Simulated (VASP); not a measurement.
**PbF2: single point with LDA**

The system is PbF2.

```
Pb F
1.0
     0.00000    2.96985    2.96985
     2.96985    0.00000    2.96985
     2.96985    2.96985    0.00000
Pb F
1 2
Cartesian
  0.0000 0.0000 0.0000
  1.3849 1.4849 1.4849
  4.4548 4.4548 4.4548
```

The cell isn't the ideal one: atom 2 (F) moved by (-0.100, +0.000) A along x and y.

```json
{"Program": "VASP 6.6.1", "Task": "single point", "Functional": "LDA", "Potentials or basis": "VASP PAW LDA potentials, release 64 (Pb_d, F)", "Cutoff": "520 eV", "k mesh": "8 × 8 × 8", "Occupations": "gaussian, width 0.05 eV", "Spin": "no spin polarisation"}
```

```json
{"Pressure": "-4.8 GPa", "Largest force": "0.212 eV/Å", "Band gap on the k mesh": "4.15 eV, indirect (least direct gap 4.35 eV)"}
```

Forces in eV/Å, atoms in the order of the input:
```
Pb  -0.046  0.000  0.000
F    0.212  0.000  0.000
F   -0.167  0.000  0.000
```

Stress tensor (GPa, compression positive):
```
-4.72  0.00  0.00
 0.00 -4.82  0.59
 0.00  0.59 -4.82
```

Levels at points of the mesh, in eV from the valence-band top:
```csv
k point,band 12,band 13,band 14,band 15,band 16,band 17
"(0.00, 0.00, 0.00)",-2.11,-2.01,-1.96,6.38,6.50,6.67
"(0.50, 0.00, 0.00)",-2.21,-2.11,0.00,4.81,7.22,7.59
"(0.00, 0.50, 0.00)",-2.28,-2.18,-0.17,4.69,7.24,7.64
"(0.50, 0.50, 0.00)",-1.59,-1.57,-0.20,4.15,7.63,7.67
"(0.00, 0.50, 0.50)",-1.59,-1.58,-0.24,4.16,7.52,7.80
```

Wall time 37 s on 1 thread of Intel(R) Xeon(R) 6975P-C (Granite Rapids) (shared host), peak memory 0.21 GiB.

Caveat: spin-orbit coupling is left out, which as a rule narrows the gap of such compounds by several tenths of an eV. A k mesh can miss the band edges.
